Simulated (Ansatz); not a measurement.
# WC: the cost of one run

Program: Ansatz 0.2.0. Level of theory: DFT PBEsol, scalar-relativistic, plane waves, PAW. These are calculated values, not measurements.

**1. The system as given**

The structure is cubic, space group Fm-3m (No. 225). Conventional cell: a = 4.385 Å, b = 4.385 Å, c = 4.385 Å, α = 90.00°, β = 90.00°, γ = 90.00°. W (site symmetry m-3m) has 6 C at 2.19 Å as nearest neighbours. C (site symmetry m-3m) has 6 W at 2.19 Å as nearest neighbours.

Coordinates:

```
W C
1.0
     0.00000    2.19268    2.19268
     2.19268    0.00000    2.19268
     2.19268    2.19268    0.00000
W C
1 1
Direct
  0.00000 0.00000 0.00000
  0.50000 0.50000 0.50000
```

The structure comes from the Materials Project (structure only).

**2. A change within the space group**

What differs from the listed cell: strain xx, yy, zz, yz, xz, xy = +4.0, +4.0, +4.0, +0.0, +0.0, +0.0 %.

input.yaml reads:

```yaml
crystal:
  lattice:
    - [0.0, 2.2803475063, 2.2803475063]
    - [2.2803475063, 0.0, 2.2803475063]
    - [2.2803475063, 2.2803475063, 0.0]
  atoms:
    - { symbol: W, position: [0.0, 0.0, 0.0] }
    - { symbol: C, position: [0.5, 0.5, 0.5] }
basis:
  ecutwfc: 420
kpoints:
  mp_grid: { grid: [16, 16, 16] }
hamiltonian:
  xc: pbesol
scf:
  occupations: { method: gaussian, width: 0.1 }
output:
  forces: true
  stress: true
  eigenvalues: true
```

Run with:

```sh
ansatz run input.yaml --threads 1 --pin off --max-ram 1331MiB --backend cpu --events-out ev --progress --plain --runs-dir out
```

**Question.** How long does this run take on 1 thread of an x86-64 CPU, shared host, and how much memory does it need?

About 7.5 s, with a peak of 0.36 GiB.
